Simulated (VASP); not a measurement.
# Si (Pm-3n) in VASP: notebook

One crystal, Si, is run at these levels: PBE; tasks: single point, relaxation of cell and atoms.

All numbers are computed with VASP 6.6.1; they aren't measurements. Logs are shortened: lines on timing, memory, paths and dates and some standing lists are left out, and cuts for length are marked.

## (1) The undisturbed crystal

Symmetry: Pm-3n, No. 223, cubic system. Conventional cell: a = 4.660 Å, b = 4.660 Å, c = 4.660 Å, α = 90.00°, β = 90.00°, γ = 90.00°. Around Si (site symmetry -4m2) lie 2 Si at 2.33 Å.

The cell was built by a generator and needn't be a form met in nature.

## (2) Single point, PBE (random cell by space group and Wyckoff sites (Pm-3n, No. 223))

INCAR reads:

```
  PREC = Accurate
  ENCUT = 520
  EDIFF = 1E-6
  ISMEAR = 0
  SIGMA = 0.1
  LREAL = False
  LASPH = True
  NELM = 60
  ALGO = Normal
  ISIF = 2
  LWAVE = False
  LCHARG = False
  GGA = PE
  NBANDS = 21
```

KPOINTS reads:

```
Automatic mesh
0
Gamma
  8 8 8
```

POSCAR reads:

```
Si
1.0
    4.6604301138      0.0000000000      0.0000000000
    0.0000000000      4.6604301138      0.0000000000
    0.0000000000      0.0000000000      4.6604301138
Si
6
Direct
    0.2500000000      0.5000000000      0.0000000000
    0.7500000000      0.5000000000      0.0000000000
    0.0000000000      0.2500000000      0.5000000000
    0.0000000000      0.7500000000      0.5000000000
    0.5000000000      0.0000000000      0.2500000000
    0.5000000000      0.0000000000      0.7500000000
```

Potentials or basis: VASP PAW PBE potentials, release 64 (Si).

On the command line:

```console
$ cat potpaw_PBE.64/Si/POTCAR > POTCAR
$ mpirun -np 1 vasp_std > vasp.out
```

OUTCAR:

```text
PREC = Accurate
   ENCUT = 520
   EDIFF = 1E-6
   ISMEAR = 0
   LREAL = False
   LASPH = True
   NELM = 60
   ISIF = 2
   GGA = PE

 ion  position               nearest neighbor table
   1  0.250  0.500  0.000-   2 2.33   2 2.33   4 2.85   3 2.85   4 2.85   3 2.85   6 2.85   5 2.85
                             6 2.85   5 2.85
   2  0.750  0.500  0.000-   1 2.33   1 2.33   4 2.85   3 2.85   4 2.85   3 2.85   6 2.85   5 2.85
                             6 2.85   5 2.85
   3  0.000  0.250  0.500-   4 2.33   4 2.33   1 2.85   1 2.85   2 2.85   2 2.85   6 2.85   5 2.85
                             5 2.85   6 2.85
   4  0.000  0.750  0.500-   3 2.33   3 2.33   1 2.85   1 2.85   2 2.85   2 2.85   6 2.85   5 2.85
                             5 2.85   6 2.85
   5  0.500  0.000  0.250-   6 2.33   6 2.33   3 2.85   4 2.85   1 2.85   2 2.85   1 2.85   2 2.85
                             3 2.85   4 2.85
   6  0.500  0.000  0.750-   5 2.33   5 2.33   3 2.85   4 2.85   1 2.85   2 2.85   1 2.85   2 2.85
                             3 2.85   4 2.85

  LATTYP: Found a simple cubic cell.
 ALAT       =     4.6604301138

  Lattice vectors:

 A1 = (   4.6604301138,   0.0000000000,   0.0000000000)
 A2 = (   0.0000000000,   4.6604301138,   0.0000000000)
 A3 = (   0.0000000000,   0.0000000000,   4.6604301138)

Analysis of symmetry for initial positions (statically):
=====================================================================
 Subroutine PRICEL returns:
 Original cell was already a primitive cell.

 Routine SETGRP: Setting up the symmetry group for a
 simple cubic supercell.

 Subroutine GETGRP returns: Found 48 space group operations
 (whereof 24 operations were pure point group operations)
 out of a pool of 48 trial point group operations.

The static configuration has the point symmetry T_h .
 The point group associated with its full space group is O_h .

Analysis of symmetry for dynamics (positions and initial velocities):
=====================================================================
 Subroutine PRICEL returns:
 Original cell was already a primitive cell.

 Routine SETGRP: Setting up the symmetry group for a
 simple cubic supercell.

 Subroutine GETGRP returns: Found 48 space group operations
 (whereof 24 operations were pure point group operations)
 out of a pool of 48 trial point group operations.

The dynamic configuration has the point symmetry T_h .
 The point group associated with its full space group is O_h .

 Subroutine INISYM returns: Found 48 space group operations
 (whereof 24 operations are pure point group operations),
 and found     1 'primitive' translations

----------------------------------------------------------------------------------------

                                     Primitive cell

  volume of cell :     101.2227

  direct lattice vectors                    reciprocal lattice vectors
     4.660430114  0.000000000  0.000000000     0.214572470  0.000000000  0.000000000
     0.000000000  4.660430114  0.000000000     0.000000000  0.214572470  0.000000000
     0.000000000  0.000000000  4.660430114     0.000000000  0.000000000  0.214572470

  length of vectors
     4.660430114  4.660430114  4.660430114     0.214572470  0.214572470  0.214572470

  position of ions in fractional coordinates (direct lattice)
     0.250000000  0.500000000  0.000000000
     0.750000000  0.500000000  0.000000000
     0.000000000  0.250000000  0.500000000
     0.000000000  0.750000000  0.500000000
     0.500000000  0.000000000  0.250000000
     0.500000000  0.000000000  0.750000000

  ion indices of the primitive-cell ions
   primitive index   ion index
                 1           1
                 2           2
                 3           3
                 4           4
                 5           5
                 6           6

----------------------------------------------------------------------------------------

 KPOINTS: Automatic mesh

Automatic generation of k-mesh.
 Grid dimensions read from file:
 generate k-points for:    8    8    8

[... 54 lines left out ...]
      4       1.8170      2.00000
      5       1.8170      2.00000
      6       2.1074      2.00000
[... 13 lines left out ...]
     20      12.7805      0.00000
     21      12.7805      0.00000

 k-point     3 :       0.2500    0.0000    0.0000
  band No.  band energies     occupation
      1      -5.0298      2.00000
      2      -2.0773      2.00000
      3      -0.1667      2.00000
      4       2.1093      2.00000
      5       2.1093      2.00000
      6       2.6458      2.00000
[... 13 lines left out ...]
     20      11.9015      0.00000
     21      11.9015      0.00000

 k-point     4 :       0.3750    0.0000    0.0000
  band No.  band energies     occupation
      1      -4.5441      2.00000
      2      -3.0401      2.00000
      3       0.3325      2.00000
      4       1.8988      2.00000
      5       2.5924      2.00000
      6       2.5924      2.00000
[... 13 lines left out ...]
     20      11.9348      0.00000
     21      13.3902      0.00000

 k-point     5 :       0.5000    0.0000    0.0000
  band No.  band energies     occupation
      1      -3.8753      2.00000
      2      -3.8753      2.00000
      3       1.0247      2.00000
      4       1.0247      2.00000
      5       3.1746      2.00000
      6       3.1746      2.00000
[... 13 lines left out ...]
     20      12.0986      0.00000
     21      13.3411      0.00000
[... 382 lines left out ...]
     20      13.0092      0.00000
     21      14.3355      0.00000

 k-point    22 :       0.5000    0.2500    0.1250
  band No.  band energies     occupation
      1      -3.4222      2.00000
      2      -3.4212      2.00000
      3      -0.3034      2.00000
      4      -0.2981      2.00000
      5       1.8092      2.00000
      6       1.8529      2.00000
[... 13 lines left out ...]
     20      12.3436      0.00000
     21      14.0198      0.00000

 k-point    23 :       0.3750    0.3750    0.1250
  band No.  band energies     occupation
      1      -3.6092      2.00000
      2      -2.5303      2.00000
      3      -1.4717      2.00000
      4      -0.3569      2.00000
      5       1.5838      2.00000
      6       2.1985      2.00000
[... 13 lines left out ...]
     20      13.6657      0.00000
     21      14.1152      0.00000

 k-point    24 :       0.5000    0.3750    0.1250
  band No.  band energies     occupation
      1      -3.0168      2.00000
      2      -3.0147      2.00000
      3      -1.1277      2.00000
      4      -1.1262      2.00000
      5       1.8995      2.00000
      6       1.9607      2.00000
[... 13 lines left out ...]
     20      13.2710      0.00000
     21      13.9133      0.00000

 [... further k-points ...]

------------------------ aborting loop because EDIFF is reached ----------------------------------------

  FORCE on cell =-STRESS in cart. coord.  units (eV):
  Direction    XX          YY          ZZ          XY          YZ          ZX
  --------------------------------------------------------------------------------------
  -------------------------------------------------------------------------------------
  Total       -0.0394255     -0.0394255     -0.0394255     -0.0000000     -0.0000000     -0.0000000
  in kB       -0.6240360     -0.6240360     -0.6240360     -0.0000000     -0.0000000     -0.0000000
  external PRESSURE =      -0.6240360 kB  Pullay stress =       0.0000000 kB

 VOLUME and BASIS-vectors are now :
 -----------------------------------------------------------------------------
  energy-cutoff  :      520.00
  volume of cell :      101.22
      direct lattice vectors                 reciprocal lattice vectors
     4.660430114  0.000000000  0.000000000     0.214572470  0.000000000  0.000000000
     0.000000000  4.660430114  0.000000000     0.000000000  0.214572470  0.000000000
     0.000000000  0.000000000  4.660430114     0.000000000  0.000000000  0.214572470

 POSITION                                       TOTAL-FORCE (eV/Angst)
 -----------------------------------------------------------------------------------
      1.16511      2.33022      0.00000         0.000000      0.000000     -0.000000
      3.49532      2.33022      0.00000        -0.000000     -0.000000      0.000000
      0.00000      1.16511      2.33022         0.000000      0.000000     -0.000000
      0.00000      3.49532      2.33022        -0.000000      0.000000     -0.000000
      2.33022      0.00000      1.16511         0.000000     -0.000000     -0.000000
      2.33022      0.00000      3.49532        -0.000000      0.000000      0.000000
 -----------------------------------------------------------------------------------
    total drift:                               -0.000000     -0.000000     -0.000000

  FREE ENERGIE OF THE ION-ELECTRON SYSTEM (eV)
  ---------------------------------------------------
  free  energy   TOTEN  =       -28.7559193075 eV

  energy  without entropy=      -28.7451460076  energy(sigma->0) =      -28.75053266
```

It took 20 s on 1 thread of Intel Xeon 6975P-C (Granite Rapids), shared host; peak memory 0.21 GiB.

Results:

```yaml
Free_energy: -28.7559 eV
Pressure: -0.1 GPa
Band_gap_on_the_k_mesh: none (metal or under the smearing width)
```

Levels at points of the mesh, in eV from the Fermi level:
```csv
k point,band 10,band 11,band 12,band 13,band 14,band 15
"(0.00, 0.00, 0.00)",-1.23,-1.23,-1.23,-0.02,-0.02,-0.02
"(0.50, 0.00, 0.00)",-4.42,0.20,0.20,1.52,1.52,1.62
"(0.50, 0.50, 0.00)",-2.41,-2.13,-2.13,1.75,1.79,2.08
"(0.50, 0.50, 0.50)",2.55,2.55,2.55,2.55,2.55,3.39
```

## (3) Relaxation of cell and atoms, PBE (random cell by space group and Wyckoff sites (Pm-3n, No. 223))

INCAR reads:

```
ALGO = Fast ; EDIFF = 1E-6
EDIFFG = -0.01 ; ENCUT = 600
GGA = PE ; IBRION = 2
ISIF = 3 ; ISMEAR = 0
LASPH = T ; LCHARG = F
LREAL = F ; LWAVE = F
NELM = 80 ; NSW = 100
PREC = Accurate ; SIGMA = 0.1
```

KPOINTS reads:

```
k-points
0
Gamma
  8 8 8
```

Edit POSCAR of step 2 so:

```diff
@@ -2,5 +2,5 @@
 1.0
-    4.6604301138      0.0000000000      0.0000000000
-    0.0000000000      4.6604301138      0.0000000000
-    0.0000000000      0.0000000000      4.6604301138
+    4.6568088493      0.0000000000      0.0000000000
+    0.0000000000      4.6568088493      0.0000000000
+    0.0000000000      0.0000000000      4.6568088493
 Si
```

Potentials or basis: VASP PAW PBE potentials, release 64 (Si).

On the command line:

```console
$ cat potpaw_PBE.64/Si/POTCAR > POTCAR
$ mpirun -np 1 vasp_std > vasp.out
```

Run time: 37 s. Hardware: 1 thread of Intel Xeon 6975P-C (Granite Rapids), shared host; peak memory 0.25 GiB.

Results (log left out):

```yaml
Free_energy: -28.7562 eV
Relaxed_volume: 16.86 Å³/atom
Relaxed_cell: a = 4.660 Å, b = 4.660 Å, c = 4.660 Å, α = 90.00°, β = 90.00°, γ = 90.00°
Space_group_after_relaxing_to_0.05_Å: Pm-3n (No. 223)
Energy_gained_by_relaxing: 0.0 meV/atom
Ionic_steps: 2
Pressure_after_relaxing: 0.0 GPa
Band_gap_on_the_k_mesh: none (metal or under the smearing width)
```

Final structure:
```cif
data_structure
_symmetry_space_group_name_H-M 'P 1'
_symmetry_Int_Tables_number 1
_cell_length_a 4.6596
_cell_length_b 4.6596
_cell_length_c 4.6596
_cell_angle_alpha 90.000
_cell_angle_beta 90.000
_cell_angle_gamma 90.000
_cell_volume 101.17
loop_
_atom_site_label
_atom_site_type_symbol
_atom_site_fract_x
_atom_site_fract_y
_atom_site_fract_z
_atom_site_occupancy
Si1 Si 0.25000 0.50000 0.00000 1
Si2 Si 0.75000 0.50000 0.00000 1
Si3 Si 0.00000 0.25000 0.50000 1
Si4 Si 0.00000 0.75000 0.50000 1
Si5 Si 0.50000 0.00000 0.25000 1
Si6 Si 0.50000 0.00000 0.75000 1
```

Levels at points of the mesh, in eV from the Fermi level:
```tsv
k point	band 8	band 9	band 10	band 11	band 12	band 13	band 14	band 15	band 16
(0.00, 0.00, 0.00)	-3.25	-3.25	-1.23	-1.23	-1.23	-0.03	-0.03	-0.03	1.56
(0.50, 0.00, 0.00)	-4.73	-4.42	-4.42	0.20	0.20	1.52	1.52	1.62	1.62
(0.50, 0.50, 0.00)	-3.68	-2.41	-2.41	-2.13	-2.13	1.75	1.79	2.08	2.08
(0.50, 0.50, 0.50)	-5.50	2.55	2.55	2.55	2.55	2.55	2.55	3.39	3.39
```

## (4) Single point, PBE (random cell by space group and Wyckoff sites (Pm-3n, No. 223))

INCAR reads:

```
ALGO = Fast
EDIFF = 1E-6
ENCUT = 520
GGA = PE
ISIF = 2
ISMEAR = 0
LASPH = True
LCHARG = False
LREAL = False
LWAVE = False
NBANDS = 21
NELM = 60
PREC = Accurate
SIGMA = 0.1
```

KPOINTS reads:

```
k-points
0
Gamma
  4 4 4
```

Edit POSCAR of step 3 so:

```diff
@@ -2,5 +2,5 @@
 1.0
-    4.6568088493      0.0000000000      0.0000000000
-    0.0000000000      4.6568088493      0.0000000000
-    0.0000000000      0.0000000000      4.6568088493
+    4.9630366700      0.0000000000      0.0000000000
+    0.0000000000      4.9630366700      0.0000000000
+    0.0000000000      0.0000000000      4.9630366700
 Si
```

On the command line:

```console
$ cat potpaw_PBE.64/Si/POTCAR > POTCAR
$ mpirun -np 1 vasp_std > vasp.out
```

Run time: 12 s. Hardware: 1 thread of Intel Xeon 6975P-C (Granite Rapids), shared host; peak memory 0.22 GiB.

It converged, with:

- Free energy: -28.1580 eV
- Pressure: -9.4 GPa
- Band gap on the k mesh: none (metal or under the smearing width)

Levels at points of the mesh, in eV from the Fermi level:
```
           k point  band 8  band 9  band 10  band 11  band 12  band 13  band 14  band 15  band 16  band 17
(0.00, 0.00, 0.00)   -2.72   -2.72    -1.18    -1.18    -1.18     0.58     0.58     0.58     2.04     2.04
(0.50, 0.00, 0.00)   -3.66   -3.57    -3.57     0.61     0.61     1.56     1.56     1.91     1.91     2.11
(0.50, 0.50, 0.00)   -2.84   -1.45    -1.45    -1.31    -1.31     1.71     1.96     1.96     2.09     3.45
(0.50, 0.50, 0.50)   -4.06    2.64     2.64     2.64     2.64     2.64     2.64     2.94     2.94     2.94
```

## (5) Single point, PBE (random cell by space group and Wyckoff sites (Pm-3n, No. 223))

INCAR reads:

```
  PREC = Accurate
  ENCUT = 520
  EDIFF = 1E-6
  ISMEAR = 0
  SIGMA = 0.1
  LREAL = False
  LASPH = True
  NELM = 100
  ALGO = Normal
  ISIF = 2
  LWAVE = False
  LCHARG = False
  GGA = PE
  NBANDS = 21
```

KPOINTS reads:

```
Automatic mesh
0
Gamma
  4 4 4
```

Edit POSCAR of step 4 so:

```diff
@@ -2,5 +2,5 @@
 1.0
-    4.9630366700      0.0000000000      0.0000000000
-    0.0000000000      4.9630366700      0.0000000000
-    0.0000000000      0.0000000000      4.9630366700
+    4.6568088493      0.0000000000      0.0000000000
+    0.0000000000      4.6568088493      0.0000000000
+    0.0000000000      0.0000000000      4.6568088493
 Si
```

On the command line:

```console
$ cat potpaw_PBE.64/Si/POTCAR > POTCAR
$ mpirun -np 1 vasp_std > vasp.out
```

Run time: 9.1 s. Hardware: 1 thread of Intel Xeon 6975P-C (Granite Rapids), shared host; peak memory 0.19 GiB.

Results (log left out):

```yaml
Free_energy: -28.9054 eV
Pressure: -0.1 GPa
Band_gap_on_the_k_mesh: none (metal or under the smearing width)
```

Levels at points of the mesh, in eV from the Fermi level:
```
           k point  band 8  band 9  band 10  band 11  band 12  band 13  band 14  band 15  band 16  band 17
(0.00, 0.00, 0.00)   -2.97   -2.97    -0.96    -0.96    -0.96     0.23     0.23     0.23     1.82     1.82
(0.50, 0.00, 0.00)   -4.47   -4.15    -4.15     0.47     0.47     1.78     1.78     1.88     1.88     2.07
(0.50, 0.50, 0.00)   -3.41   -2.15    -2.15    -1.87    -1.87     2.02     2.06     2.36     2.36     3.88
(0.50, 0.50, 0.50)   -5.25    2.82     2.82     2.82     2.82     2.82     2.82     3.67     3.67     3.67
```

## (6) Relaxation of cell and atoms, PBE (random cell by space group and Wyckoff sites (Pm-3n, No. 223))

INCAR reads:

```
SYSTEM = Si
PREC = Accurate ; ENCUT = 600
EDIFF = 1E-6 ; ISMEAR = 0
SIGMA = 0.1 ; LREAL = .False.
LASPH = .True. ; NELM = 100
ALGO = Normal ; ISIF = 3
LWAVE = .False. ; LCHARG = .False.
GGA = PE ; IBRION = 2
NSW = 90 ; EDIFFG = -0.04
```

KPOINTS reads:

```
Automatic mesh
0
Gamma
  4 4 4
  0 0 0
```

Edit POSCAR of step 5 so:

```diff
@@ -2,5 +2,5 @@
 1.0
-    4.6568088493      0.0000000000      0.0000000000
-    0.0000000000      4.6568088493      0.0000000000
-    0.0000000000      0.0000000000      4.6568088493
+    4.9630366700      0.0000000000      0.0000000000
+    0.0000000000      4.9630366700      0.0000000000
+    0.0000000000      0.0000000000      4.9630366700
 Si
```

Potentials or basis: VASP PAW PBE potentials, release 64 (Si).

On the command line:

```console
$ cat potpaw_PBE.64/Si/POTCAR > POTCAR
$ mpirun -np 1 vasp_std > vasp.out
```

Run time: 28 s. Hardware: 1 thread of Intel Xeon 6975P-C (Granite Rapids), shared host; peak memory 0.23 GiB.

Results (log left out):

```
Free energy                            : -28.9063 eV
Relaxed volume                         : 16.78 Å³/atom
Relaxed cell                           : a = 4.653 Å, b = 4.653 Å, c = 4.653 Å, α = 90.00°, β = 90.00°, γ = 90.00°
Space group after relaxing (to 0.05 Å) : Pm-3n (No. 223)
Energy gained by relaxing              : 124.6 meV/atom
Ionic steps                            : 3
Pressure after relaxing                : 0.1 GPa
Band gap on the k mesh                 : none (metal or under the smearing width)
```

Step by step:
| step | energy change (eV) | largest force (eV/Å) | pressure (GPa) | volume (Å³) |
| --- | --- | --- | --- | --- |
| 1 | 0.0000 | 0.0000 | -9.41 | 122.25 |
| 2 | -0.7428 | 0.0000 | -1.14 | 102.28 |
| 3 | -0.7478 | 0.0000 | 0.14 | 100.71 |

Final structure:
```yaml
crystal:
  lattice:
    - [4.65254, 0.00000, 0.00000]
    - [0.00000, 4.65254, 0.00000]
    - [0.00000, 0.00000, 4.65254]
  atoms:
    - { symbol: Si, position: [0.25000, 0.50000, 0.00000] }
    - { symbol: Si, position: [0.75000, 0.50000, 0.00000] }
    - { symbol: Si, position: [0.00000, 0.25000, 0.50000] }
    - { symbol: Si, position: [0.00000, 0.75000, 0.50000] }
    - { symbol: Si, position: [0.50000, 0.00000, 0.25000] }
    - { symbol: Si, position: [0.50000, 0.00000, 0.75000] }
```

Levels at points of the mesh, in eV from the Fermi level:
| k point | band 8 | band 9 | band 10 | band 11 | band 12 | band 13 | band 14 | band 15 | band 16 |
| --- | --- | --- | --- | --- | --- | --- | --- | --- | --- |
| (0.00, 0.00, 0.00) | -2.97 | -2.97 | -0.95 | -0.95 | -0.95 | 0.24 | 0.24 | 0.24 | 1.82 |
| (0.50, 0.00, 0.00) | -4.47 | -4.16 | -4.16 | 0.47 | 0.47 | 1.78 | 1.78 | 1.89 | 1.89 |
| (0.50, 0.50, 0.00) | -3.40 | -2.16 | -2.16 | -1.87 | -1.87 | 2.02 | 2.08 | 2.37 | 2.37 |
| (0.50, 0.50, 0.50) | -5.26 | 2.83 | 2.83 | 2.83 | 2.83 | 2.83 | 2.83 | 3.69 | 3.69 |

Caveat: the volume moved by over 15 % at a fixed basis, so the end points are rough.

## (7) Overview

```tsv
task	cell	k mesh	cutoff (eV)	gap on the mesh (eV)	pressure (GPa)	relaxed volume (Å³/atom)
single point	random cell by space group and Wyckoff sites (Pm-3n, No. 223)	8 × 8 × 8	520	none	-0.1	-
relaxation of cell and atoms	relaxed from: random cell by space group and Wyckoff sites (Pm-3n, No. 223)	8 × 8 × 8	600	none	0.0	16.86
single point	random cell by space group and Wyckoff sites (Pm-3n, No. 223)	4 × 4 × 4	520	none	-0.1	-
relaxation of cell and atoms	relaxed from: random cell by space group and Wyckoff sites (Pm-3n, No. 223)	4 × 4 × 4	600	none	0.1	16.78
```

Alike in all rows: level PBE; potentials or basis VASP PAW PBE potentials, release 64 (Si); no spin polarisation; smearing gaussian 0.1 eV.

Caveats: the volume moved by over 15 % at a fixed basis, so the end points are rough (some runs).

Absolute energies hang on the potentials; compare differences alone.
